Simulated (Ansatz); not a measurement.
Crystal: Ge.

```
Ge
1.0
    -1.60842    1.60842    1.87318
     1.60842   -1.60842    1.87318
     1.60842    1.60842   -1.87318
Ge
1
Direct
  0.50000 0.50000 0.00000
```

The cell was built by a generator and needn't be a form met in nature.

```yaml
Program: Ansatz 0.2.0
Task: relaxation of cell and atoms
Functional: PBEsol
Potentials_or_basis: Ansatz PAW
Cutoff: "420 eV (not typed: the program's choice for these potentials)"
k_mesh: 12 × 12 × 12
Occupations: fermi-dirac, width 0.05 eV
Spin: no spin polarisation
```

At the start: volume 19.38 Å³/atom.

Question: Where does the relaxation end?

Answer: It ends after 9 steps and the volume is 18.48 Å³/atom (-4.7 %); space group I4/mmm (No. 139, to 0.05 Å).

The path:
| step | energy change (eV) | largest force (eV/Å) | volume (Å³) |
| --- | --- | --- | --- |
| 1 | 0.0000 | 0.0000 | 19.38 |
| 2 | -0.0078 | 0.0000 | 18.30 |
| 3 | -0.0084 | 0.0000 | 18.54 |
| 4 | -0.0084 | 0.0000 | 18.54 |
| 5 | -0.0089 | 0.0000 | 18.53 |
| 6 | -0.0104 | 0.0000 | 18.52 |
| 7 | -0.0107 | 0.0000 | 18.51 |
| 8 | -0.0107 | 0.0000 | 18.48 |
| 9 | -0.0105 | 0.0000 | 18.48 |

Final structure:
```
Ge
1.0
    -1.54837    1.54837    1.92717
     1.54837   -1.54837    1.92717
     1.54837    1.54837   -1.92717
Ge
1
Cartesian
  0.0000 0.0000 1.9272
```

Caveat: the plane-wave basis is chosen anew once the cell has moved, so the energies of steps on either side of that aren't comparable; the PAW data sets come from PBE, with cores solved anew for the run's functional, which leaves a small shift of forces and pressure.
